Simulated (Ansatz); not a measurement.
**CoSn: strain energy, fitted**

CoSn, P6/mmm, a = 5.297 Å, c = 4.230 Å. The structure is a Materials Project entry; whether it is the stable form wasn't checked. Ansatz: PBE, PAW, 420 eV, Γ-centred 12×12×8 mesh on 6 atoms, Gaussian smearing 0.10 eV; no spin polarisation. Series: biaxial strain in the a-b plane, c and atoms relaxed; x is the strain in per cent. y is the free energy over the unstrained cell, V0 = 17.129 Å³/atom.

```
x (%) y (meV/atom)
 -6.0             ?
 -4.0         56.10
 -2.0         13.04
  0.0          0.00
  2.0         11.71
  4.0         43.43
  6.0         90.82
```

Q: Fit y = c2 x² + c3 x³ to the other rows, turn c2 into a modulus, and predict the missing energy.

A: Least squares on the rows shown. y = 3.1109 x² − 0.098129 x³. In eV per unit strain² c2 is 31.11; M is the biaxial modulus (E = M V0 ε²): 31.11 × 160.2 / (17.129) = 291 GPa. At x = -6.0 the fit asked for gives 133.19 meV/atom. The run gave 135.33 meV/atom, so the fit is 2.14 meV/atom too low, 1.6 % of the span of the series, against an rms of 0.09 meV/atom on the fitted rows. The row lies outside the fitted range. With a term in x⁴ added, a fit to the same known rows predicts 133.55 meV/atom, no real gain.

Spin polarisation was left out, and a magnetic state may lie lower.